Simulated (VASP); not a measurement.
Rb:

```
Rb
1.0
     4.97978    0.00000    0.00000
    -2.48989    4.31261    0.00000
     0.00000    0.00000    8.13364
Rb
2
Direct
  0.33333 0.66667 0.75000
  0.66667 0.33333 0.25000
```

The cell was built by a generator and needn't be a form met in nature.

- Program: VASP 6.6.1
- Task: relaxation of cell and atoms
- Functional: PBE
- Potentials or basis: VASP PAW PBE potentials, release 64 (Rb_sv)
- Cutoff: 600 eV
- k mesh: 6 × 6 × 4
- Occupations: gaussian, width 0.05 eV
- Spin: no spin polarisation

At the start: pressure 0.1 GPa; volume 87.34 Å³/atom.

Where does the relaxation end?

Over 3 steps the energy falls by 2.8 meV/atom and the volume is 91.36 Å³/atom (+4.6 %); space group P6_3/mmc (No. 194, to 0.05 Å).

The path:
| step | energy change (eV) | largest force (eV/Å) | pressure (GPa) | volume (Å³) |
| --- | --- | --- | --- | --- |
| 1 | 0.0000 | 0.0000 | 0.14 | 174.68 |
| 2 | -0.0023 | 0.0000 | 0.11 | 176.67 |
| 3 | -0.0056 | 0.0000 | 0.01 | 182.72 |

Final structure:
```
Rb
1.0
     5.09066    0.00000    0.00000
    -2.54533    4.40864    0.00000
     0.00000    0.00000    8.14176
Rb
2
Direct
  0.33333 0.66667 0.75000
  0.66667 0.33333 0.25000
```
